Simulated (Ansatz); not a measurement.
Spinel MgAl₂O₄, treated with PBEsol (Ansatz, a program for electronic structure, PAW).

Run with plane-wave cutoff 520 eV, 8×8×8 k mesh, Fermi–Dirac smearing 0.01 eV, scalar-relativistic PAW data made under PBE.

The volume scan:

```json
[
 {"V (Å³/atom)": "9.131", "E − E_lowest (meV/atom)": "9.66"},
 {"V (Å³/atom)": "9.321", "E − E_lowest (meV/atom)": "2.33"},
 {"V (Å³/atom)": "9.511", "E − E_lowest (meV/atom)": "0.00"},
 {"V (Å³/atom)": "9.701", "E − E_lowest (meV/atom)": "2.18"},
 {"V (Å³/atom)": "9.892", "E − E_lowest (meV/atom)": "8.43"}
]
```

Question: Estimate the bulk modulus and its pressure derivative from these points.

Answer: V0 = 9.511 Å³/atom, B0 = 190 GPa, B′ = 4.1 (fit to the energies at full precision).

Shape and atoms are relaxed at each volume.

Measured, for comparison: bulk modulus 195 GPa (300 K, copied from a table, unchecked, not corrected to a static lattice; as tabulated in BurnMan's mineral tables); equilibrium volume per atom 9.40 Å³/atom (0 K, fit to 77–300 K taken to 0 K; as tabulated in Grimes and Al-Ajaj (1992), doi:10.1088/0953-8984/4/30/004). Computed (rounded) less measured: bulk modulus not scored (unchecked), equilibrium volume per atom +1.2 %.

Note: the bulk modulus comes from volumes at which shape and atoms were relaxed.

Computed values are for the static lattice.

The result took about 7 core-minutes (a rough figure).
